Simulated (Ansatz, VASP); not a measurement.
## One calculation of CdSe, two programs

INCAR

```
SYSTEM = CdSe
  PREC = Accurate
  ENCUT = 520
  EDIFF = 1E-6
  ISMEAR = -1
  SIGMA = 0.02
  LREAL = .False.
  LASPH = .True.
  NELM = 100
  ALGO = Fast
  ISIF = 2
  LWAVE = .False.
  LCHARG = .True.
  GGA = CA
  LELF = .True.
  LVHAR = .True.
  NBANDS = 26
```

Contents of KPOINTS:

```
Automatic mesh
0
Gamma
  12 12 4
  0 0 0
```

Contents of POSCAR:

```
CdSe
1.0
    4.0193510158      0.0000000000      0.0000000000
   -2.0096755079      3.4808600864      0.0000000000
    0.0000000000      0.0000000000      6.6587247895
Cd Se
2 2
Direct
    0.0000000000      0.0000000000      0.0000000000
    0.0000000000      0.0000000000      0.5000000000
    0.3333333333      0.6666666667      0.2500000000
    0.6666666667      0.3333333333      0.7500000000
```

Input for Ansatz:

```yaml
crystal:
  lattice:
    - [4.0193510158, 0.0, 0.0]
    - [-2.0096755079, 3.4808600864, 0.0]
    - [0.0, 0.0, 6.6587247895]
  atoms:
    - { symbol: Cd, position: [0.0, 0.0, 0.0] }
    - { symbol: Cd, position: [0.0, 0.0, 0.5] }
    - { symbol: Se, position: [0.3333333333, 0.6666666667, 0.25] }
    - { symbol: Se, position: [0.6666666667, 0.3333333333, 0.75] }
kpoints:
  mp_grid: { grid: [12, 12, 4] }
  band_path:
    path:
      - [0.0, 0.0, 0.0]
      - [0.5, 0.0, 0.0]
      - [0.3333333333, 0.3333333333, 0.0]
      - [0.0, 0.0, 0.5]
      - [0.5, 0.0, 0.5]
      - [0.3333333333, 0.3333333333, 0.5]
      - [0.0, 0.1666666667, 0.0]
    npoints: 1
hamiltonian:
  xc: lda
scf:
  occupations: { method: fermi_dirac, width: 0.02 }
  n_extra_bands: 5
output:
  forces: true
  stress: true
  eigenvalues: true
  write_density: true
  write_potential: true
  elf: true
  volumetric_format: npy
```

Alike in both runs: task single point; functional LDA; k mesh 12 × 12 × 4; occupations fermi-dirac, width 0.02 eV; no spin polarisation.

```csv
,VASP,Ansatz
version,VASP 6.6.1,Ansatz 0.2.0
potentials or method,"VASP PAW LDA potentials, release 64 (Cd, Se)","plane waves, PAW"
plane-wave cutoff (eV),520,420
valence electrons in the cell,36,72
```

Ansatz gave:

| Property | Result |
| --- | --- |
| pressure (GPa) | -4.2 |
| largest component of the traceless stress (GPa) | 0.48 |

Problem. What did VASP give for the same quantities?

Solution. Pressure (GPa): -3.8; largest component of the traceless stress (GPa): 0.47.

The two sets of potentials don't hold the same shells in valence.
